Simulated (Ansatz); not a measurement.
## Guessed and relaxed cells of Sb

The guess for Sb was made by a generator: random cell by space group and Wyckoff sites (Cmmm, No. 65). The dimensions are guesses.

start:

Space group Cmmm (No. 65). a = 3.740 Å, b = 4.495 Å, c = 3.686 Å, α = 90.00°, β = 90.00°, γ = 90.00°
```csv
atom,site,symmetry,x,y,z
Sb,2a,mmm,0.0000,0.0000,0.0000
```

Computed with Ansatz 0.2.0, DFT PBE, scalar-relativistic, plane waves, PAW. Cutoff 420 eV, Gaussian smearing, Γ-centred meshes. Cell and atoms relax first on a coarse mesh and then on a finer one. In between, the cell is made exact in the group found at 0.06 Å. In metals the finer mesh still leaves noise of several meV/atom or more. The steps can't lower the symmetry of their start. No spin polarisation.

end:

Space group Pm-3m (No. 221). a = 3.110 Å, b = 3.110 Å, c = 3.110 Å, α = 90.00°, β = 90.00°, γ = 90.00°
```json
{"atom": "Sb", "site": "1a", "symmetry": "m-3m", "x": "0.0000", "y": "0.0000", "z": "0.0000"}
```

The symmetry goes from Cmmm (No. 65) to Pm-3m (No. 221). The end has the simple cubic type. The volume per atom shrinks by 2.9 %, from 31.0 to 30.1 Å³. The shortest distance goes from 2.92 Å (Sb–Sb) to 3.11 Å (Sb–Sb). The energy falls by about 0.29 eV/atom (the start's value is from the coarse mesh).

```
Volume per atom                             : 30.07 Å³
Density                                     : 6.72 g/cm³
Energy over the standard state              : +0.05 eV/atom
Gap on the 18×18×18 mesh of the 1-atom cell : 0 eV (a metal)
```

Energies count from the standard state of Sb at the same level. It lies above the standard state, so it could only be metastable.

The last run used Gaussian smearing of 0.10 eV. These runs have no spin–orbit coupling, which can matter for Sb. Symmetry constrained the relaxation, so the result can be a saddle point. In all, the 3 runs took 2.2 min on 1 thread of Arm Neoverse N1 (shared host).
